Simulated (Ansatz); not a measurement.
Runs of Ansatz 0.2.0 on MnS. Symmetry: F-43m, No. 216, cubic system. Conventional cell: a = 4.947 Å, b = 4.947 Å, c = 4.947 Å, α = 90.00°, β = 90.00°, γ = 90.00°. Around Mn (site symmetry -43m) lie 4 S at 2.14 Å. S (site symmetry -43m) is surrounded by 4 Mn at 2.14 Å. The cell is a database's computed one.

```tsv
task	level	spin	U	cell	cutoff (eV)	smearing	hubbard projectors	double counting	gap on the mesh (eV)	pressure (GPa)	moment (μB)	relaxed volume (Å³/atom)
single point	PBE	collinear, ferromagnetic start	-	as given	420	gaussian 0.05 eV	-	-	none	2.9	0.24	-
single point	PBE	collinear, ferromagnetic start	-	as given	420	gaussian 0.03 eV	-	-	none	2.9	0.23	-
relaxation of cell and atoms	revPBE+D4	collinear, ferromagnetic start	-	relaxed	420	fermi-dirac 0.05 eV	-	-	-	0.0	0.19	(b)
electron localisation function	r2SCAN+D3(BJ)+U	collinear, program default start	Mn d U = 4 eV	as given	500	tetrahedron	ortho-atomic (the default)	fll (the default)	none	63.0	4.89	-
relaxation of cell and atoms	RPBE+D4	collinear, ferromagnetic start	-	relaxed	420	fermi-dirac 0.05 eV	-	-	-	0.0	0.18	(a)
```

Alike in all rows: potentials or basis Ansatz PAW; k mesh 9 × 9 × 9.

Question: Estimate the missing entries.

Answer: (a) 14.61; (b) 14.67.

Caveats: the moment fell far below its start of 4 μB, so a state of higher moment may lie lower in energy (some runs); the starting moments weren't kept (some runs); the PAW data sets come from PBE, with cores solved anew for the run's functional, which leaves a small shift of forces and pressure (some runs); semilocal functionals often make such compounds metallic where correlation or magnetic order opens a gap, which also shifts bond lengths (some runs); the plane-wave basis is chosen anew once the cell has moved, so the energies of steps on either side of that aren't comparable (some runs); the magnetic or orbital state may not be the lowest (some runs); a pressure of tens of GPa on the cell as given is suspect, and the run, the potentials or the cell itself is likely at fault (some runs).

A gap of «none» marks a metal or a gap under the smearing width.
